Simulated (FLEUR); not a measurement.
## NaH under changes of volume

One of the cells (14.527 Å³/atom); the others are scaled copies at fixed shape and fractional positions:

```xyz
2
Lattice="0.0000 2.4400 2.4400 2.4400 0.0000 2.4400 2.4400 2.4400 0.0000" Properties=species:S:1:pos:R:3 pbc="T T T"
Na    0.0000    0.0000    0.0000
H     2.4400    2.4400    2.4400
```

| Item | Value |
| --- | --- |
| Program | FLEUR MaX-R8.1 (later development tree) |
| Functional | PBEsol |
| Potentials or basis | all-electron |
| Basis | FLAPW |
| Kmax | 4.1 1/bohr |
| k mesh | 9 × 9 × 9 |
| Occupations | fermi-dirac, width 0.05 eV |
| Spin | no spin polarisation |

```csv
volume (Å³/atom),energy over the lowest point (meV/atom),gap on the mesh (eV)
13.655,0.00,3.93
13.946,0.15,3.89
14.236,1.17,3.86
14.527,2.96,3.82
14.817,5.45,3.79
15.108,8.59,3.75
15.398,?,?
```

Problem. What does the run at 15.398 Å³/atom give?

Solution. Energy over the lowest point 12.30 meV/atom; gap on the mesh 3.72 eV.

Worked out: A Birch-Murnaghan fit of order 3 (a polynomial in V^(-2/3)) to the other rows has its minimum at 13.75 Å³/atom with B0 = V·E''(V) = 24 GPa and B' = 3.8. It gives 12.29 meV/atom at 15.398 Å³/atom, against the run's 12.30. A straight line through the other rows of the gap, of slope -1.75 eV per unit of ln V, extrapolates to 3.72 eV, against the run's 3.72.

Energies are extrapolated to zero smearing.

Caveats: an odd mesh through Γ misses points on the zone boundary, where band edges often lie.
